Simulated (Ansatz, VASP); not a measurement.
Au: VASP beside Ansatz

Contents of INCAR:

```
ALGO = Normal
EDIFF = 1E-7
ENCUT = 520
GGA = PS
ISIF = 2
ISMEAR = -1
LASPH = True
LCHARG = False
LREAL = False
LWAVE = False
NBANDS = 12
NELM = 80
PREC = Accurate
SIGMA = 0.05
```

The input KPOINTS:

```
k-points
0
Gamma
  11 11 11
```

POSCAR

```
Au
1.0
   -1.6682446112      1.6682446112      1.6682446112
    1.6682446112     -1.6682446112      1.6682446112
    1.6682446112      1.6682446112     -1.6682446112
Au
1
Direct
    0.0000000000      0.0000000000      0.0000000000
```

input.yaml

```yaml
crystal:
  lattice:
    - [-1.6682446112, 1.6682446112, 1.6682446112]
    - [1.6682446112, -1.6682446112, 1.6682446112]
    - [1.6682446112, 1.6682446112, -1.6682446112]
  atoms:
    - { symbol: Au, position: [0.0, 0.0, 0.0] }
hamiltonian:
  xc: pbesol
  pseudopotentials: { kind: paw }
kpoints:
  mp_grid: { grid: [11, 11, 11] }
scf:
  occupations: { method: fermi_dirac, width: 0.05 }
output:
  forces: true
  stress: true
  eigenvalues: true
```

Change from the starting cell: volume scaled by 1.02.

Alike in both runs: task single point; functional PBEsol; k mesh 11 × 11 × 11; occupations fermi-dirac, width 0.05 eV; no spin polarisation.

```csv
,VASP,Ansatz
version,VASP 6.6.1,Ansatz 0.2.0
potentials or method,"VASP PAW PBE potentials, release 64 (Au)",Ansatz PAW
plane-wave cutoff (eV),520,420
valence electrons in the cell,11,19
```

|  | VASP | Ansatz | Ansatz less VASP |
| --- | --- | --- | --- |
| gap on the k mesh at the Fermi level (eV) | none | none | - |
| pressure (GPa) | -11.2 | -11.0 | +0.18 |

A gap of «none» marks a metal or a gap that the smearing closes. The functional is the same, so the differences come from potentials, cutoffs and numerics. The two sets of potentials don't hold the same shells in valence.

Caveats: the PAW data sets were made with another functional, which shifts forces and pressure a little (VASP); the PAW data sets come from PBE, with cores solved anew for the run's functional, which leaves a small shift of forces and pressure (Ansatz). The runs have no spin-orbit coupling, so splittings on Au are missing.
